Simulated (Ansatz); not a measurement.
# BP (F-43m) in Ansatz: notebook

One crystal, BP, is run at these levels: BPBE; tasks: single point, equation of state.

All numbers are computed with Ansatz 0.2.0; they aren't measurements. Logs are shortened: lines on timing, memory, paths and dates and some standing lists are left out, and cuts for length are marked.

**Experimental background.**

“Equation of state of single-crystal cubic boron phosphide”, 2014, arxiv:1407.1677 reports, for a bulk crystal of BP at 300 K: bulk modulus 179 ± 1 GPa.

The results are compared with them further down.

## 1. The structure

Symmetry: F-43m, No. 216, cubic system. The conventional cell has a = 4.538 Å, b = 4.538 Å, c = 4.538 Å, α = 90.00°, β = 90.00°, γ = 90.00°. P (site symmetry -43m) has 4 B at 1.97 Å as nearest neighbours. B (site symmetry -43m) has 4 P at 1.97 Å as nearest neighbours.

## 2. Single point, BPBE, 10.98 Å³/atom (volume scaled by 0.94)

input.yaml reads:

```yaml
crystal:
  lattice:
    - [0.0, 2.2226808807, 2.2226808807]
    - [2.2226808807, 0.0, 2.2226808807]
    - [2.2226808807, 2.2226808807, 0.0]
  atoms:
    - { symbol: P, position: [0.75, 0.75, 0.75] }
    - { symbol: B, position: [0.0, 0.0, 0.0] }
hamiltonian:
  xc: { exchange: b88, correlation: pbe }
  pseudopotentials: { kind: paw }
kpoints:
  mp_grid: { grid: [10, 10, 10] }
scf:
  occupations: { method: fermi_dirac, width: 0.05 }
output:
  forces: true
  stress: true
  eigenvalues: true
```

Potentials or basis: Ansatz PAW.

Started as:

```sh
ansatz run input.yaml --threads 2 --pin off --max-ram 5120MiB --backend cpu --events-out ev --progress --plain --runs-dir out
```

Output:

```text
Warning: RAYON_NUM_THREADS=2 ignored (pool sized by the plan → 2); use --threads N
Engine: ansatz 0.2.0, x86_64-unknown-linux-gnu
Pseudopotentials: kind: paw
Pseudopotential: P, paw, valence charge 5, recommended cutoff 420 eV (normal), P.paw.azcp
Pseudopotential: B, paw, valence charge 3, recommended cutoff 420 eV (normal), B.paw.azcp
Functional definition: unnamed
  exchange = b88_x
  correlation = pbe_c
Crystal: 2 atoms, lattice volume = 21.961 Å³
Basis set: ecut = 420 eV, 411 PW (Γ), exchange–correlation on 48×48×48 points (8 copies of the dense FFT grid, shifted against one another)
Bands: 8, of which v1, the nominal top of the filled ones, is band 4 counted from 1 (3 counted from 0)
Symmetry: 24 space group operations
Space group: F-43m (ITA 216), of the structure as read, at distance tolerance 2.8e-5 Å
k-points: 47 of 1000 (time reversal used)
Non-local potential: P, projectors of the file, l = 0: 2, l = 1: 2, l = 2: 2
Non-local potential: B, projectors of the file, l = 0: 2, l = 1: 2, l = 2: 1
PAW form: soft (Blöchl's): semilocal exchange-correlation on the pseudo side does not see the compensation charge
PAW frozen core: P, regenerated for the run's functional, and the local potential with it (the file was generated under x = pbe(κ = 0.804, μ = 0.2195149727645171), c = pbe(β = 0.06672455060314922))
PAW frozen core: B, regenerated for the run's functional, and the local potential with it (the file was generated under x = pbe(κ = 0.804, μ = 0.2195149727645171), c = pbe(β = 0.06672455060314922))
PAW one-centre angular grid: P, 110 points (default); XC on 64 Gauss nodes
PAW one-centre angular grid: B, 110 points (default); XC on 64 Gauss nodes
Initial density: superposition of atomic densities (neutral atoms: chi_scale 0, normalization atom), corrected by the library's trained network
Initial wavefunctions: pseudopotential atomic-orbital guess
Functional: x = b88, c = pbe(β = 0.06672455060314922)
SCF iter   1: F=—  HF=-916.030640 eV  |F-HF|=—  |Δ(HF+E_count)|=         —  Δρ=1.94e-3  dr2=8.43e-4  ethr=1.77e-3  ⟨swp⟩=6.1  Hψ=3467  notcnv=0
preconditioner: auto → none  [insulator: Δε(μ)=1.161 eV  Ē_g=13.274 eV  σ=0.050 eV  W_gap=1.00  n_scr=0 (ndim 8)  ℏωp=22.4 eV  f_vac=0.000  D(μ)=0.00/eV (n_scr^D=0)  ε∞_Penn≈3.9]
SCF iter   2: F=—  HF=-916.030724 eV  |F-HF|=—  |Δ(HF+E_count)|=   8.44e-5  Δρ=9.53e-4  dr2=1.79e-4  ethr=1.05e-5  ⟨swp⟩=2.3  Hψ=926  notcnv=0
SCF iter   3: F=—  HF=-916.030701 eV  |F-HF|=—  |Δ(HF+E_count)|=   2.31e-5  Δρ=4.55e-4  dr2=1.92e-5  ethr=2.23e-6  ⟨swp⟩=2.0  Hψ=540  notcnv=0
SCF iter   4: F=—  HF=-916.030733 eV  |F-HF|=—  |Δ(HF+E_count)|=   3.15e-5  Δρ=1.44e-4  dr2=5.81e-6  ethr=2.40e-7  ⟨swp⟩=2.0  Hψ=564  notcnv=0
SCF iter   5: F=—  HF=-916.030731 eV  |F-HF|=—  |Δ(HF+E_count)|=   1.68e-6  Δρ=5.24e-5  dr2=7.49e-7  ethr=7.27e-8  ⟨swp⟩=1.9  Hψ=499  notcnv=0
SCF iter   6: F=-916.030731 eV  HF=-916.030731 eV  |F-HF|=1.31e-8  |Δ(HF+E_count)|=   2.29e-7  Δρ=8.35e-6  dr2=1.86e-8  ethr=1.25e-9  ⟨swp⟩=3.8  Hψ=1989  notcnv=0
SCF 1 converged in 6 iterations: F = -916.030731 eV  dr2 = 1.86e-8
SCF converged after 6 iterations
Free energy (F): -916.030731 eV
Harris-Foulkes:  -916.030731 eV  (|F-HF|=1.31e-8)
Internal energy: -916.030731 eV  (E = F + TS)
E sigma→0 (E₀):  -916.030731 eV
Entropy (-TS):   -0.000000 eV (-0.000 meV/atom)
Fermi energy:    10.665846 eV
--- Per-component energies (eV) ---
  E_band       = 26.982391
  E_kinetic    = 124.943169
  E_local      = -63.703706  (includes V_loc(G=0)·N_el)
  E_nonlocal   = 45.584262
  E_hartree    = 16.332016
  E_xc         = -96.271675
  E_vxc        = -102.116334  (∫ρ·V_xc dr)
  E_paw        = -651.453576  (= ΣΔE_a)
  E_vpaw       = -10.389260  (= ΣTr[D̂ρ^β])
  E_aug_tail   = 0.000000  (compensation charges beyond the density's cutoff)
  E_ewald      = -291.440962
  E_core_change = -0.020258  (= ΣΔE_core)
  E_smearing   = -0.000000  (= −TS)
  E_closure    = -0.000000  (closes the sum)
  Σ components = -916.030731   (vs F -916.030731, Δ=0.00e0)
--- Forces (eV/Å), atoms counted from 1 ---
  atom   1  P      0.00000000     0.00000000     0.00000000
  atom   2  B     -0.00000000     0.00000000     0.00000000
  max |Σ_I F_I| component: 3.15e-16 eV/Å
--- Stress (GPa, compression-positive) ---
       13.036684      -0.000000      -0.000000
       -0.000000      13.036684       0.000000
       -0.000000       0.000000      13.036684
  P = ⅓ Tr σ = 13.0367 GPa (130.367 kbar)
--- Band table (eV; the first three rows and the last of 47) ---
  k-point 0: bands = ["-5.9112", "10.1042", "10.1042", "10.1042", "13.6255", "13.6255", "13.6255", "18.4331"]
  k-point 1: bands = ["-5.7218", "8.7615", "9.7956", "9.7956", "14.0533", "14.0533", "14.1125", "18.8884"]
  k-point 2: bands = ["-5.1600", "6.3292", "9.2131", "9.2131", "14.4070", "14.7919", "14.7919", "19.8695"]
  k-point 46: bands = ["-0.4325", "1.7096", "4.2394", "4.4023", "14.7142", "15.6703", "18.6930", "19.1679"]
```

Wall time 0.85 s (2 threads of Intel Xeon at 2.70GHz, shared host); peak memory 0.3 GiB.

What came out:

```yaml
Free_energy: -916.0307 eV
Pressure: 13.0 GPa
Band_gap_on_the_k_mesh: 1.17 eV, indirect (least direct gap 3.52 eV)
```

Caveat: the PAW data sets come from PBE, with cores solved anew for the run's functional, which leaves a small shift of forces and pressure.

## 3. Single point, BPBE, 11.21 Å³/atom (volume scaled by 0.96)

input.yaml, as its differences from that of step 2:

```diff
@@ -2,5 +2,5 @@
   lattice:
-    - [0.0, 2.2226808807, 2.2226808807]
-    - [2.2226808807, 0.0, 2.2226808807]
-    - [2.2226808807, 2.2226808807, 0.0]
+    - [0.0, 2.2383340787, 2.2383340787]
+    - [2.2383340787, 0.0, 2.2383340787]
+    - [2.2383340787, 2.2383340787, 0.0]
   atoms:
@@ -19 +19,5 @@
   eigenvalues: true
+  write_density: true
+  write_potential: true
+  elf: true
+  volumetric_format: npy
```

Potentials or basis: Ansatz PAW.

Started as:

```sh
ansatz run input.yaml --threads 2 --pin off --max-ram 5120MiB --backend cpu --events-out ev --progress --plain --runs-dir out
```

It took 1 s on 2 threads of Intel Xeon at 2.70GHz, shared host; peak memory 0.3 GiB.

It converged, with:

* Free energy: -916.0625 eV
* Pressure: 8.8 GPa
* Band gap on the k mesh: 1.19 eV, indirect (least direct gap 3.48 eV)

Caveat: the PAW data sets come from PBE, with cores solved anew for the run's functional, which leaves a small shift of forces and pressure.

## 4. Single point, BPBE, 11.45 Å³/atom (volume scaled by 0.98)

input.yaml, as its differences from that of step 3:

```diff
@@ -2,5 +2,5 @@
   lattice:
-    - [0.0, 2.2383340787, 2.2383340787]
-    - [2.2383340787, 0.0, 2.2383340787]
-    - [2.2383340787, 2.2383340787, 0.0]
+    - [0.0, 2.2537713532, 2.2537713532]
+    - [2.2537713532, 0.0, 2.2537713532]
+    - [2.2537713532, 2.2537713532, 0.0]
   atoms:
```

Started as:

```sh
ansatz run input.yaml --threads 2 --pin off --max-ram 5120MiB --backend cpu --events-out ev --progress --plain --runs-dir out
```

Run time: 0.94 s. Hardware: 2 threads of Intel Xeon at 2.70GHz, shared host; peak memory 0.3 GiB.

The run converged. Its results:

| Item | Value |
| --- | --- |
| Free energy | -916.0824 eV |
| Pressure | 4.9 GPa |
| Band gap on the k mesh | 1.22 eV, indirect (least direct gap 3.45 eV) |

Caveat: the PAW data sets come from PBE, with cores solved anew for the run's functional, which leaves a small shift of forces and pressure.

## 5. Single point, BPBE, 11.68 Å³/atom

input.yaml, as its differences from that of step 4:

```diff
@@ -2,5 +2,5 @@
   lattice:
-    - [0.0, 2.2537713532, 2.2537713532]
-    - [2.2537713532, 0.0, 2.2537713532]
-    - [2.2537713532, 2.2537713532, 0.0]
+    - [0.0, 2.269, 2.269]
+    - [2.269, 0.0, 2.269]
+    - [2.269, 2.269, 0.0]
   atoms:
```

Started as:

```sh
ansatz run input.yaml --threads 2 --pin off --max-ram 5120MiB --backend cpu --events-out ev --progress --plain --runs-dir out
```

It took 0.95 s on 2 threads of Intel Xeon at 2.70GHz, shared host; peak memory 0.31 GiB.

The run converged. Its results:

- Free energy: -916.0917 eV
- Pressure: 1.4 GPa
- Band gap on the k mesh: 1.25 eV, indirect (least direct gap 3.42 eV)

Caveat: the PAW data sets come from PBE, with cores solved anew for the run's functional, which leaves a small shift of forces and pressure.

## 6. Single point, BPBE, 11.92 Å³/atom (volume scaled by 1.02)

input.yaml, as its differences from that of step 5:

```diff
@@ -2,5 +2,5 @@
   lattice:
-    - [0.0, 2.269, 2.269]
-    - [2.269, 0.0, 2.269]
-    - [2.269, 2.269, 0.0]
+    - [0.0, 2.284026928, 2.284026928]
+    - [2.284026928, 0.0, 2.284026928]
+    - [2.284026928, 2.284026928, 0.0]
   atoms:
```

Potentials or basis: Ansatz PAW.

Started as:

```sh
ansatz run input.yaml --threads 2 --pin off --max-ram 5120MiB --backend cpu --events-out ev --progress --plain --runs-dir out
```

Run time: 1 s. Hardware: 2 threads of Intel Xeon at 2.70GHz, shared host; peak memory 0.31 GiB.

Results (log left out):

| Property | Result |
| --- | --- |
| Free energy | -916.0912 eV |
| Pressure | -1.7 GPa |
| Band gap on the k mesh | 1.27 eV, indirect (least direct gap 3.39 eV) |

Caveat: the PAW data sets come from PBE, with cores solved anew for the run's functional, which leaves a small shift of forces and pressure.

## 7. Single point, BPBE, 12.15 Å³/atom (volume scaled by 1.04)

input.yaml reads:

```yaml
crystal:
  lattice:
    - [0.0, 2.2988586873, 2.2988586873]
    - [2.2988586873, 0.0, 2.2988586873]
    - [2.2988586873, 2.2988586873, 0.0]
  atoms:
    - { symbol: P, position: [0.75, 0.75, 0.75] }
    - { symbol: B, position: [0.0, 0.0, 0.0] }
hamiltonian:
  xc: { exchange: b88, correlation: pbe }
  pseudopotentials: { kind: paw }
kpoints:
  mp_grid: { grid: [10, 10, 10] }
scf:
  occupations: { method: fermi_dirac, width: 0.05 }
output:
  forces: true
  stress: true
  eigenvalues: true
```

Started as:

```sh
ansatz run input.yaml --threads 2 --pin off --max-ram 5120MiB --backend cpu --events-out ev --progress --plain --runs-dir out
```

It took 0.76 s on 2 threads of Intel Xeon at 2.70GHz, shared host; peak memory 0.3 GiB.

Results (log left out):

```
Free energy            : -916.0819 eV
Pressure               : -4.6 GPa
Band gap on the k mesh : 1.30 eV, indirect (least direct gap 3.37 eV)
```

Caveat: the PAW data sets come from PBE, with cores solved anew for the run's functional, which leaves a small shift of forces and pressure.

## 8. Single point, BPBE, 12.38 Å³/atom (volume scaled by 1.06)

input.yaml, as its differences from that of step 7:

```diff
@@ -2,5 +2,5 @@
   lattice:
-    - [0.0, 2.2988586873, 2.2988586873]
-    - [2.2988586873, 0.0, 2.2988586873]
-    - [2.2988586873, 2.2988586873, 0.0]
+    - [0.0, 2.3135014941, 2.3135014941]
+    - [2.3135014941, 0.0, 2.3135014941]
+    - [2.3135014941, 2.3135014941, 0.0]
   atoms:
@@ -19 +19,5 @@
   eigenvalues: true
+  write_density: true
+  write_potential: true
+  elf: true
+  volumetric_format: npy
```

Started as:

```sh
ansatz run input.yaml --threads 2 --pin off --max-ram 5120MiB --backend cpu --events-out ev --progress --plain --runs-dir out
```

Run time: 1 s. Hardware: 2 threads of Intel Xeon at 2.70GHz, shared host; peak memory 0.31 GiB.

Results (log left out):

```yaml
Free_energy: -916.0645 eV
Pressure: -7.2 GPa
Band_gap_on_the_k_mesh: 1.32 eV, indirect (least direct gap 3.34 eV)
```

Caveat: the PAW data sets come from PBE, with cores solved anew for the run's functional, which leaves a small shift of forces and pressure.

## 9. Equation of state, BPBE

Potentials or basis: Ansatz PAW.

No new run: the results of the series are fitted here.

Results:

```
Equilibrium volume                      : 11.79 Å³/atom
Bulk modulus                            : 161 GPa
Pressure derivative of the bulk modulus : 3.8
```

Energy against volume, from the lowest point:
```csv
volume (Å³/atom),energy (meV/atom)
10.981,30.48
11.214,14.61
11.448,4.64
11.682,0.00
11.915,0.25
12.149,4.91
12.383,13.59
```

Caveat: the potentials were made for another functional, which shifts forces and pressure.

## 10. Comparison with measurements

Step 9. A measured bulk modulus of BP is 179 GPa (300 K; “Equation of state of single-crystal cubic boron phosphide”, 2014, arxiv:1407.1677); the calculated 161 GPa misses it by -10.0 %. 3 values of this kind are on record (173 to 179 GPa); this one was drawn at random among those near their median, those with a stated uncertainty first. The fit is for a static lattice scaled at fixed shape and fixed fractional positions.
